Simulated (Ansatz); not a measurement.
# Clamped-ion strain scan in TiC

Level of theory: Ansatz, DFT PBE, scalar-relativistic, plane waves, PAW. Cutoff 420 eV, Γ-centred 18×18×18 k-points, Gaussian smearing of 0.15 eV. No spin polarisation. Energies are free energies at this smearing, counted from the undisturbed cell; pressure is positive in compression.

The undisturbed cell (as given, not relaxed at this level; it stands at 0.9 GPa):

```xyz
2
Lattice="0.0000 2.1640 2.1640 2.1640 0.0000 2.1640 2.1640 2.1640 0.0000" Properties=species:S:1:pos:R:3 pbc="T T T"
Ti    0.0000    0.0000    0.0000
C     2.1640    2.1640    2.1640
```

The cell is strained by ε times the Voigt pattern (0, 0, 0, 0, 0, 1) (xx, yy, zz, yz, xz, xy; engineering shear) with fractional coordinates fixed. The cell is metallic on the mesh throughout.

| ε | ΔE (meV/atom) | stress summed along the pattern (GPa, tension positive) | pressure (GPa) |
| --- | --- | --- | --- |
| -0.1500 | 120.8 | -24.99 | 2.6 |
| -0.0750 | ? | ? | 1.3 |
| 0.0000 | 0.0 | 0.00 | 0.9 |
| 0.0187 | 1.9 | 3.14 | 0.9 |
| 0.0375 | 7.5 | 6.35 | 1.0 |
| 0.0562 | 16.9 | 9.55 | 1.1 |
| 0.0937 | 47.3 | 15.89 | 1.5 |
| 0.1125 | 68.1 | 18.99 | 1.8 |
| 0.1312 | ? | 22.03 | ? |

By symmetry 0.1500 repeats -0.1500, -0.1125 repeats 0.1125, 0.0750 repeats -0.0750, -0.0375 repeats 0.0375 in energy; the slope of the energy along the path changes sign there.

Task: Give the withheld values.

Result: ΔE (meV/atom) at ε = -0.0750: 30.2; stress summed along the pattern (GPa, tension positive) at ε = -0.0750: -12.75; ΔE (meV/atom) at ε = 0.1312: 92.6; pressure (GPa) at ε = 0.1312: 2.2.